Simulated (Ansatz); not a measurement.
Lattice dynamics at Γ of BaO (Fm-3m)

Perturbation theory with PBEsol in the PAW code Ansatz on the PBEsol cell, ground state and force constants on a 6×6×6 mesh. No spin polarisation and no zero-point or thermal motion.

Space group Fm-3m (No. 225), cubic; a = 5.490 Å in the conventional setting, 20.68 Å³ an atom. Ba is surrounded by 6 O at 2.75 Å; O is surrounded by 6 Ba at 2.75 Å.

```yaml
crystal:
  lattice:
    - [0.00000, 2.74500, 2.74500]
    - [2.74500, 0.00000, 2.74500]
    - [2.74500, 2.74500, 0.00000]
  atoms:
    - { symbol: Ba, position: [0.00000, 0.00000, 0.00000] }
    - { symbol: O, position: [0.50000, 0.50000, 0.50000] }
```

Optical modes without the longitudinal term:
```
ω (cm⁻¹)  degeneracy  IR intensity, summed over the level ((D/Å)²/amu)
      76           3                                             37.24
```

The optical mode at Γ lies at 76 cm⁻¹ without the longitudinal term. With the long-range field the highest mode reaches 394 cm⁻¹.

The electronic dielectric tensor ε∞ is 4.28 in all directions. With the ions relaxed, ε⁰ is 114 in all directions. Born charges, averaged over directions: Ba +2.78, O -2.78 e.

With one polar mode in a cubic crystal the Lyddane-Sachs-Teller relation applies: (ω_LO/ω_TO)² = (394.1/76.3)² = 26.649, and ε⁰/ε∞ = 114.079/4.281 = 26.647. The refractive index √ε∞ is 2.07.

For comparison, on the r2SCAN cell the mean ε∞ is 3.88 with r2SCAN (ground state on 6×6×6; least gap 2.38 eV), 4.19 with PBE (ground state on 6×6×6; least gap 2.05 eV).

The runs are scalar-relativistic, without spin-orbit coupling.
